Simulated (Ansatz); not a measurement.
In₂O₃: field gradients at two levels of theory

Cell: an entry of the Crystallography Open Database (COD) whose atoms were relaxed with PBE, the cell held.

Space group R-3c:H (No. 167); a = 5.4870, c = 14.5100 Å, γ = 120.00°.

| site | Wyckoff | site symmetry | x | y | z |
| --- | --- | --- | --- | --- | --- |
| In | 12c | 3. | 0.0000 | 0.0000 | 0.8579 |
| O | 18e | .2 | 0.9626 | 0.3333 | 0.0833 |

One atom of each set is listed; the run and its k-mesh use a cell of 10 atoms with edges of 5.78, 5.78, 5.78 Å.

First run. Level of theory: DFT, PBE, plane waves and PAW, scalar-relativistic, 420 eV cutoff, Γ-centred 7×7×7 k-points, Fermi–Dirac smearing 0.02 eV (Ansatz 0.2.0).

```json
{"site": "In", "V_zz (10²¹ V/m²)": "4.81", "η": "0.00"}
{"site": "O", "V_zz (10²¹ V/m²)": "-4.41", "η": "0.56"}
```

Second run. The same atoms and settings, except that the functional is LDA.

Task: Given the first result, estimate the second.

Result: 

```csv
site,V_zz,η,change of V_zz
In,4.81,0.00,0.00
O,-4.39,0.56,+0.02
```

No V_zz moves by more than 0.03. In per cent, |V_zz| changes by 0 on In, -1 on O (all sites that start above 0.5).

For the first run: At this cell the PBE pressure is 8 GPa, so with PBE the cell would grow if it were relaxed. Without spin–orbit coupling (the program notes it for In) the gradients are little affected as a rule: paired runs on crystals with a gap mostly move them by under 2 % at such atoms.
For the second run: Without spin–orbit coupling (the program notes it for In) the gradients can shift somewhat, as the gap is small.
